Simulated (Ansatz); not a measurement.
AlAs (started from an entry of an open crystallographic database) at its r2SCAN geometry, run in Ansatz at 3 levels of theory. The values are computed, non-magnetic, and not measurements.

The HSE06+SOC input:
```yaml
crystal:
  lattice:
    - [0.0, 2.8389251756, 2.8389251756]
    - [2.8389251756, 0.0, 2.8389251756]
    - [2.8389251756, 2.8389251756, 0.0]
  atoms:
    - { symbol: Al, position: [0.0, 0.0, 0.0] }
    - { symbol: As, position: [0.25, 0.25, 0.25] }
kpoints:
  mp_grid: { grid: [4, 4, 4] }
  band_path:
    path:
      - [0.0, 0.0, 0.0]
      - [-0.5, -0.5, 0.0]
      - [-0.375, -0.375, 0.25]
      - [-0.375, 0.0, 0.375]
      - [0.0, 0.0, 0.5]
      - [-0.5, -0.25, 0.25]
    npoints: 1
hamiltonian:
  xc: hse06
scf:
  occupations: { method: fixed }
  n_extra_bands: 8
magnetization:
  noncollinear: true
  spin_orbit: true
output:
  eigenvalues: true
```

Main results, then, where recorded, the levels near the gap in eV from the Fermi energy (columns number the bands from 0), one row a point of the path (Γ, X, U, K, L, W):
```
Crystal: 2 atoms, lattice volume = 45.761 Å³
Symmetry: 24 space group operations + 24 with time reversal
Magnetic group: BNS 216.75 (UNI 1577)
```
```
Basis set: ecut = 420 eV, 893 PW (Γ)
k-points: 8 of 64 (time reversal used)
SCF 1 stopped early in 5 iterations: F = -5394.619592 eV  dr2 = 9.52e-6
Exchange kernel: α = 0.2500, screened, ω = 0.2079 Å⁻¹, Wigner–Seitz truncation, v(0) = 1027.4115 eV·Å³, q-mesh 4×4×4
SCF 2 stopped early in 5 iterations: F = -5395.467639 eV  dr2 = 3.95e-6
hybrid outer 1: dexx = +4.272e-3 eV, tail = 4.70e-5 eV
SCF 3 converged in 3 iterations: F = -5395.467905 eV  dr2 = 4.35e-8
hybrid outer 2: dexx = +1.525e-6 eV, tail = 1.13e-7 eV, Δε = 3.22e-3 eV
Free energy (F): -5395.467905 eV
Fermi energy:    5.944498 eV
```
```tsv
band_12	band_13	band_14	band_15	band_16	band_17	band_18	band_19	band_20	band_21	band_22	band_23
-0.318	-0.318	0.000	0.000	0.000	0.000	2.807	2.807	5.015	5.015	5.052	5.052
-6.021	-6.021	-2.524	-2.524	-2.389	-2.389	1.999	1.999	2.900	2.900	11.386	11.386
-5.767	-5.704	-3.810	-3.714	-2.048	-2.044	2.842	2.852	5.690	5.744	9.147	9.149
-5.767	-5.704	-3.810	-3.714	-2.048	-2.044	2.842	2.852	5.690	5.744	9.147	9.149
-6.164	-6.164	-1.090	-1.090	-0.903	-0.903	2.812	2.812	5.422	5.422	5.441	5.441
-5.682	-5.605	-3.588	-3.449	-3.102	-3.097	4.982	4.983	6.449	6.561	6.573	6.586
```

The HSE06+SOC gap is indirect, 2.00 eV (Γ to X), below the direct gap of 2.81 eV at Γ.

PBE0. Against the first input these blocks differ (the band path and keys that only write files left aside):
```yaml
kpoints:
  mp_grid: { grid: [6, 6, 6] }
hamiltonian:
  xc: pbe0
scf:
  occupations: { method: fixed }
  n_extra_bands: 4
output:
  forces: true
  stress: true
  eigenvalues: true
```
(magnetization left out)

```
Basis set: ecut = 420 eV, 893 PW (Γ)
k-points: 16 of 216 (time reversal used)
SCF 1 stopped early in 2 iterations: F = -5394.595304 eV  dr2 = 1.06e-4
SCF 2 stopped early in 6 iterations: F = -5396.452500 eV  dr2 = 2.92e-6
hybrid outer 1: dexx = +6.755e-3 eV, tail = 5.39e-5 eV
SCF 3 converged in 4 iterations: F = -5396.452758 eV  dr2 = 2.33e-9
hybrid outer 2: dexx = +5.824e-7 eV, tail = 2.45e-8 eV, Δε = 2.86e-3 eV
Free energy (F): -5396.452758 eV
Fermi energy:    5.491290 eV
--- Stress (GPa, compression-positive) ---
        0.085141       0.000000       0.000000
        0.000000       0.085141       0.000000
        0.000000       0.000000       0.085141
  P = ⅓ Tr σ = 0.0851 GPa (0.851 kbar)
```
```tsv
band_6	band_7	band_8	band_9	band_10	band_11
0.000	0.000	0.000	3.509	5.832	5.832
-6.014	-2.392	-2.392	2.749	3.659	12.296
-5.726	-3.745	-1.979	3.605	6.523	9.992
-5.726	-3.745	-1.979	3.605	6.523	9.992
-6.167	-0.907	-0.907	3.550	6.231	6.231
-5.628	-3.493	-3.078	5.782	7.326	7.397
```

The PBE0 gap is indirect, 2.75 eV (Γ to X), below the direct gap of 3.51 eV at Γ. The mean stress, +0.1 GPa, is small, and the program warns that its thresholds are loose for a hybrid's stress.

Question: Another run on the same cell gave
```
Basis set: ecut = 420 eV, 893 PW (Γ)
k-points: 16 of 216 (time reversal used)
SCF 1 stopped early in 3 iterations: F = -5337.067590 eV  dr2 = 4.66e-5
SCF 2 stopped early in 6 iterations: F = -5344.974427 eV  dr2 = 8.97e-5
hybrid outer 1: dexx = +3.537e-1 eV, tail = 1.04e-2 eV
SCF 3 stopped early in 4 iterations: F = -5344.987948 eV  dr2 = 9.12e-7
hybrid outer 2: dexx = +2.357e-4 eV, tail = 4.43e-5 eV, Δε = 7.10e-2 eV
SCF 4 converged in 4 iterations: F = -5344.988010 eV  dr2 = 4.37e-9
hybrid outer 3: dexx = +1.099e-6 eV, tail = 2.18e-7 eV, Δε = 2.49e-3 eV
SCF 5 converged in 2 iterations: F = -5344.988011 eV  dr2 = 1.12e-9
hybrid outer 4: dexx = +5.322e-9 eV, tail = 3.64e-9 eV, Δε = 1.74e-4 eV, ΔF = 3.70e-17 eV/Å
Free energy (F): -5344.988011 eV
Fermi energy:    4.198673 eV
--- Stress (GPa, compression-positive) ---
        3.056933       0.000000       0.000000
        0.000000       3.056933       0.000000
        0.000000       0.000000       3.056933
  P = ⅓ Tr σ = 3.0569 GPa (30.569 kbar)
```
```tsv
band_6	band_7	band_8	band_9	band_10	band_11
0.000	0.000	0.000	9.001	10.988	10.988
-7.491	-2.940	-2.940	7.387	8.362	18.769
-7.112	-4.508	-2.417	8.363	11.675	15.931
-7.112	-4.508	-2.417	8.363	11.675	15.931
-7.650	-1.111	-1.111	8.584	11.383	11.383
-6.990	-4.226	-3.638	10.684	12.753	12.926
```
Which level of theory and mesh gave it?

Answer: It is Hartree-Fock, judged by the exchange loop and the size of the gap (a near hybrid could fit too), on 6×6×6; the blocks that differ from the first input, but for the band path:
```yaml
kpoints:
  mp_grid: { grid: [6, 6, 6] }
hamiltonian:
  xc: hf
scf:
  occupations: { method: fixed }
  n_extra_bands: 4
output:
  forces: true
  stress: true
  eigenvalues: true
```
(magnetization left out)
Hartree-Fock gives an indirect gap of 7.39 eV, from Γ to X; the least direct gap is 9.00 eV at Γ. At this geometry Hartree-Fock finds +3.1 GPa, compression counted positive: its own equilibrium volume is larger. (The program warns that its thresholds are loose for a hybrid's stress.)

The hybrids run on coarser meshes, which limits their stresses and small splittings of levels.

Totals of different functionals, or with and without spin-orbit coupling, can't be compared.

Only the levels marked +SOC include spin-orbit coupling.

The meshes of the hybrids are coarse, so their gaps aren't converged to the digits shown.
